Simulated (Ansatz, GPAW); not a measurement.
**CuO: programs and potentials compared**

```
Cu O
1.0
     2.83633    0.00000    0.00000
    -1.41816    2.45633    0.00000
     0.00000    0.00000    2.76811
Cu O
1 1
Direct
  0.00000 0.00000 0.00000
  0.66667 0.33333 0.50000
```

Measurements of this composition are mostly on another form, of space group No. 15.

Alike in all runs: task band structure; functional LDA; k mesh 11 × 11 × 10; occupations fermi-dirac, width 0.05 eV; no spin polarisation; no spin-orbit coupling. LDA stands for any of its common fits. Pressure is positive in compression and, in plane waves, holds the error of the finite cutoff, which Ansatz's Pulay term estimates and takes out.

```csv
program and potentials,plane-wave cutoff (eV),notes,pressure (GPa)
"Ansatz, Ansatz PAW",420,"potentials made for PBE, which Ansatz adapts in part; 12.5 valence electrons an atom on average; Pulay term of +0.95 GPa included",-16.32
"GPAW, PAW data sets generated for this functional",800,8.5 valence electrons an atom on average,-15.49
"GPAW, the program's PAW data sets (release 1.2.1) made for this functional",800,8.5 valence electrons an atom on average,-15.49
```

The pressure spans -16.32 (Ansatz, Ansatz PAW) to -15.49 GPa (GPAW, PAW data sets generated for this functional). The cell lies far from this level's equilibrium.

Differences between rows come from potentials, basis sets and numerical settings, since the functional is the same but for its coding. Runs on potential files found faulty are left out.
